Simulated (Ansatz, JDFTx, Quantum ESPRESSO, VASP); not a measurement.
**Al: 4 runs at one level of theory**

The starting cell:

```xyz
1
Lattice="0.0000 2.0248 2.0248 2.0248 0.0000 2.0248 2.0248 2.0248 0.0000" Properties=species:S:1:pos:R:3 pbc="T T T"
Al    0.0000    0.0000    0.0000
```

Alike in all runs: task relaxation of cell and atoms; functional PBEsol; k mesh 11 × 11 × 11; occupations fermi-dirac, width 0.05 eV; no spin polarisation; no spin-orbit coupling.

```csv
program and potentials,plane-wave cutoff (eV),notes,equilibrium volume (Å³/atom)
"Quantum ESPRESSO, PseudoDojo 0.4.1 SR PBE standard",544,potentials made for PBE,16.29
"VASP, PBE PAW files Al, 600 eV",600,potentials made for PBE,16.22
"JDFTx, PseudoDojo-SR-PBEsol-0.4.1-standard",544,-,16.18
"Ansatz, all-electron LAPW, scalar-relativistic",-,-,16.21
```

The equilibrium volume spans 16.18 (JDFTx, PseudoDojo-SR-PBEsol-0.4.1-standard) to 16.29 Å³/atom (Quantum ESPRESSO, PseudoDojo 0.4.1 SR PBE standard), with all-electron results at 16.21. Relaxations stop with a little pressure left, so the last digit of a volume isn't settled.

Differences between rows come from potentials, basis sets and numerical settings, since the functional is the same but for its coding. Runs on potential files found faulty are left out.
